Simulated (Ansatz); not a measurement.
# AlCu3 under changes of volume

One of the cells (12.044 Å³/atom); the others are scaled copies at fixed shape and fractional positions:

```
Cu Al
1.0
     0.00000    2.88801    2.88801
     2.88801    0.00000    2.88801
     2.88801    2.88801    0.00000
Cu Al
3 1
Direct
  0.75000 0.75000 0.75000
  0.25000 0.25000 0.25000
  0.50000 0.50000 0.50000
  0.00000 0.00000 0.00000
```

The cell comes from a database or a generator and needn't be the stable form of this composition.

| Item | Value |
| --- | --- |
| Program | Ansatz 0.2.0 |
| Functional | LDA |
| Potentials or basis | Ansatz PAW |
| Cutoff | 420 eV (not typed: the program's choice for these potentials) |
| k mesh | 8 × 8 × 8 |
| Occupations | fermi-dirac, width 0.05 eV |
| Spin | no spin polarisation |

```tsv
volume (Å³/atom)	energy over the lowest point (meV/atom)	pressure (GPa)
11.321	2.77	3.7
11.562	0.00	0.0
11.803	2.47	-3.3
12.044	?	?
12.285	20.91	-8.8
12.526	35.87	-11.1
12.767	54.08	-13.1
```

Question: What does the run at 12.044 Å³/atom give?

Answer: Energy over the lowest point 9.63 meV/atom; pressure -6.2 GPa.

Worked out: A Birch-Murnaghan fit of order 3 (a polynomial in V^(-2/3)) to the other rows has its minimum at 11.56 Å³/atom with B0 = V·E''(V) = 167 GPa and B' = 4.8. It gives 9.62 meV/atom at 12.044 Å³/atom, against the run's 9.63, and -dE/dV = -6.2 GPa, against -6.2.

Energies are extrapolated to zero smearing.

Caveats: the PAW data sets come from PBE, with cores solved anew for the run's functional, which leaves a small shift of forces and pressure.
